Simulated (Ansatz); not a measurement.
Runs of Ansatz 0.2.0 on KCl (Sylvite). Symmetry: Fm-3m, No. 225, cubic system. Conventional cell: a = 6.293 Å, b = 6.293 Å, c = 6.293 Å, α = 90.00°, β = 90.00°, γ = 90.00°. Around K (site symmetry m-3m) lie 6 Cl at 3.15 Å. Cl (site symmetry m-3m) is surrounded by 6 K at 3.15 Å. 

| task | level | potentials or basis | cell | k mesh | cutoff (eV) | smearing | atoms under strain | mesh quality | gap on the mesh (eV) | pressure (GPa) |
| --- | --- | --- | --- | --- | --- | --- | --- | --- | --- | --- |
| electrostatic potential | rPW86-PBE | Ansatz PAW | volume scaled by 0.92 | 7 × 7 × 7 | 420 | fixed | - | not flagged | 5.33 | 2.8 |
| relaxation of the atoms | r2SCAN+D4 | Ansatz PAW | atoms relaxed from: atoms moved at random, drawn with an rms of 0.15 Å | 7 × 7 × 7 | 500 | fixed | - | not flagged | 5.83 | -0.2 |
| elastic constants | PBE | Ansatz PAW | as given | 5 × 5 × 5 | 420 | fixed | clamped | not flagged | 5.19 | 0.8 |
| Born charges and dielectric tensor | LDA | Ansatz PAW | as given | 7 × 7 × 7 | 420 | fixed | - | not flagged | 4.74 | - |
| atomic charges | r2SCAN-EpsX+D3(BJ) | PseudoDojo stringent (PBEsol files) | as given | 5 × 5 × 5 | 1007 | gaussian 0.02 eV | - | not flagged | (a) | -0.8 |
| density of states | SVWN5 | JTH PAW LDA | as given | 7 × 7 × 7 | 930 | methfessel-paxton 0.05 eV | - | not flagged | 4.74 | (b) |

Alike in all rows: no spin polarisation.

Task: Fill in the values left out.

Result: (a) 9.00; (b) -1.9.

Caveats: odd divisions of the mesh miss points on the zone boundary, where band edges often lie, so the gap on the mesh can be too wide; the PAW data sets come from PBE, with cores solved anew for the run's functional, which leaves a small shift of forces and pressure (some runs); the thresholds are loose for stress (some runs); the meta-GGA runs on potentials made for a GGA (some runs); the potentials were made for another functional, which shifts forces and pressure (some runs); the dispersion damping was fitted for another functional or another form of the correction (some runs).

A k mesh can miss the band edges.
